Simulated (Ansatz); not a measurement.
NiSb (Breithauptite):

```
Sb Ni
1.0
     3.92800    0.00000    0.00000
    -1.96400    3.40175    0.00000
     0.00000    0.00000    5.12000
Sb Ni
2 2
Cartesian
  1.9640 1.1339 3.8400
  0.0000 2.2678 1.2800
  0.0000 0.0000 2.5600
  0.0000 0.0000 0.0000
```

Base run:

```yaml
Program: Ansatz 0.2.0
Functional: PBE
Potentials_or_basis: Ansatz PAW
Cutoff: 420 eV
Density_cutoff: 1680 eV
k_mesh: 8 × 8 × 5
Occupations: gaussian, width 0.02 eV
Spin: collinear spin, ferromagnetic start
Starting_moments: "[0.0, 0.0, 1.0, 1.0] μB"
```

Its results: band gap on the k mesh none (metal or under the smearing width); pressure 3.6 GPa; net moment 0.00 μB per cell.

**Question.** The run is repeated on the same cell with these changes: functional from PBE to RPBE; occupations from gaussian, width 0.02 eV to gaussian, width 0.1 eV. What comes out?

**Answer.** Band gap on the k mesh none (metal or under the smearing width); pressure 6.6 GPa; net moment 0.00 μB per cell.

Caveats: the potentials were made for another functional, which shifts forces and pressure (some runs); the PAW data sets come from PBE, with cores solved anew for the run's functional, which leaves a small shift of forces and pressure (some runs).

Not every run made on this cell is shown here.
